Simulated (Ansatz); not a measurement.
Input of an Ansatz 0.2.0 run:

The input input:

```
crystal:
  lattice:
    - [2.4873648738, 0.0, 0.0]
    - [-1.2436824369, 2.1541211692, 0.0]
    - [0.0, 0.0, 4.0632895034]
  atoms:
    - { symbol: Co, position: [0.3333333333, 0.6666666667, 0.740139], spin: 2.0 }
    - { symbol: Co, position: [0.6666666667, 0.3333333333, 0.259861], spin: 2.0 }
hamiltonian:
  xc:
    exchange: hjs_pbesol
    correlation: pbesol
    exx: { coeff: 0.25, omega: 0.207 }
  pseudopotentials: { kind: paw }
magnetization:
  spin_polarized: true
kpoints:
  mp_grid: { grid: [6, 6, 4] }
  band_path:
    path:
      - [[0.0, 0.0, 0.0], [0.5, 0.0, 0.0], [0.3333333333, 0.3333333333, 0.0], [0.0, 0.0, 0.0], [0.0, 0.0, 0.5], [0.5, 0.0, 0.5], [0.3333333333, 0.3333333333, 0.5], [0.0, 0.0, 0.5]]
      - [[0.5, 0.0, 0.5], [0.5, 0.0, 0.0]]
      - [[0.3333333333, 0.3333333333, 0.0], [0.3333333333, 0.3333333333, 0.5]]
    npoints: 4
scf:
  occupations: { method: fermi_dirac, width: 0.05 }
  n_extra_bands: 6
output:
  forces: true
  stress: true
  eigenvalues: true
  fatbands: false
```

**Question.** What does it give for the absolute moment?

**Answer.** 4.47 μB per cell.

**Question.** Estimate the band gap on the k mesh.

**Answer.** None (metal or under the smearing width).

Forces on the atoms (eV/Å):
```
Co   0.000  0.000  0.151
Co   0.000  0.000 -0.151
```

Caveat: the k mesh is coarse (spacing up to 0.49 Å⁻¹), so the values aren't converged, least of all with exact exchange; the magnetic or orbital state may not be the lowest; the PAW data sets come from PBE, with cores solved anew for the run's functional, which leaves a small shift of forces and pressure.
